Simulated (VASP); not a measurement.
The system is CO2.

```
CELL_PARAMETERS angstrom
-1.97473 1.97473 3.01406
1.97473 -1.97473 3.01406
1.97473 1.97473 -3.01406
ATOMIC_POSITIONS crystal
O 0.87500 0.95980 0.58480
O 0.37500 0.29020 0.41520
O 0.04020 0.62500 0.91520
O 0.70980 0.12500 0.08480
C 0.00000 0.00000 0.00000
C 0.75000 0.25000 0.50000
```

The cell comes from a database or a generator and needn't be the stable form of this composition.

Base run:

```yaml
Program: VASP 6.6.1
Functional: r2SCAN
Potentials_or_basis: VASP PAW PBE potentials, release 64 (O, C)
Cutoff: 520 eV
k_mesh: 10 × 10 × 10
Occupations: gaussian, width 0.02 eV
Spin: no spin polarisation
```

Its results: band gap on the k mesh 8.40 eV, indirect (least direct gap 8.83 eV); pressure -5.8 GPa; largest force 0.149 eV/Å.

Task: The run is repeated on the same cell with these changes: functional from r2SCAN to LDA; potentials or basis from VASP PAW PBE potentials, release 64 (O, C) to VASP PAW LDA potentials, release 64 (O, C). What comes out?

Result: Band gap on the k mesh 7.38 eV, indirect (least direct gap 7.89 eV); pressure -11.8 GPa; largest force 0.420 eV/Å.

Caveats: the PAW data sets were made with another functional, which shifts forces and pressure a little (some runs).
